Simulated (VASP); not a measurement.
Write the native input for VASP 6.6.1 that does the following.

* Task: single point
* Functional: vdW-DF2
* Potentials or basis: VASP PAW PBE potentials, release 64 (C)
* Cutoff: 520 eV
* k mesh: 16 × 16 × 4
* Occupations: fermi-dirac, width 0.05 eV
* Spin: no spin polarisation
* Further INCAR settings: ALGO = Normal; EDIFF = 1e-06; NBANDS = 16

The structure of C lies in POSCAR:

```
C
1.0
    2.4610000000      0.0000000000      0.0000000000
   -1.2305000000      2.1312885187      0.0000000000
    0.0000000000      0.0000000000      8.0496000000
C
4
Direct
    0.0000000000      0.0000000000      0.2500000000
    0.3333333333      0.6666666667      0.2500000000
    0.0000000000      0.0000000000      0.7500000000
    0.6666666667      0.3333333333      0.7500000000
```

The cell was built by a generator and needn't be a form met in nature.

The input as run:

INCAR

```
SYSTEM = C
AGGAC = 0.0 ; ALGO = Normal
EDIFF = 1E-6 ; ENCUT = 520
GGA = ML ; ISIF = 2
ISMEAR = -1 ; LASPH = .TRUE.
LCHARG = .FALSE. ; LREAL = .FALSE.
LUSE_VDW = .TRUE. ; LWAVE = .FALSE.
NBANDS = 16 ; NELM = 100
PREC = Accurate ; SIGMA = 0.05
ZAB_VDW = -1.8867
```

KPOINTS

```
k-points
0
G
  16 16 4
  0 0 0
```

Potentials or basis: VASP PAW PBE potentials, release 64 (C).

The run is started by

```console
$ cat potpaw_PBE.64/C/POTCAR > POTCAR
$ mpirun -np 1 vasp_std > vasp.out
```

Results of the run:

* Pressure: 3.7 GPa
* Band gap on the k mesh: 0.97 eV, direct

Caveat: the PAW data sets were made with another functional, which shifts forces and pressure a little.

Wall time 32 s on 1 thread of Intel(R) Xeon(R) 6975P-C (Granite Rapids) (shared host), peak memory 0.32 GiB.
